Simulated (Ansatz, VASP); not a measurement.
## One calculation of Mg, two programs

```
Mg
1.0
     3.20885    0.00000    0.00000
    -1.60442    2.77894    0.00000
     0.00000    0.00000    5.14592
Mg
2
Direct
  0.33333 0.66667 0.25000
  0.66667 0.33333 0.75000
```

Alike in both runs: functional PBE; k mesh 18 × 18 × 8; occupations gaussian, width 0.1 eV; no spin polarisation.

Ansatz relaxed the structure, and its values are those at the end. VASP's run is a single point on that final structure, the one shown.

|  | VASP | Ansatz |
| --- | --- | --- |
| version | VASP 6.6.1 | Ansatz 0.2.0 |
| potentials or method | VASP PAW PBE potentials, release 64 (Mg) | scalar-relativistic, plane waves, PAW |
| plane-wave cutoff (eV) | 520 | 420 |
| valence electrons in the cell | 4 | 20 |

VASP gave:

```
gap on the k mesh at the Fermi level (eV) : none
pressure (GPa)                            : -0.1
```

Task: What did Ansatz give for the same quantities?

Result: gap on the k mesh at the Fermi level (eV): none; pressure (GPa): 0.0.

A gap of «none» marks a metal or a gap that the smearing closes. The two sets of potentials don't hold the same shells in valence.
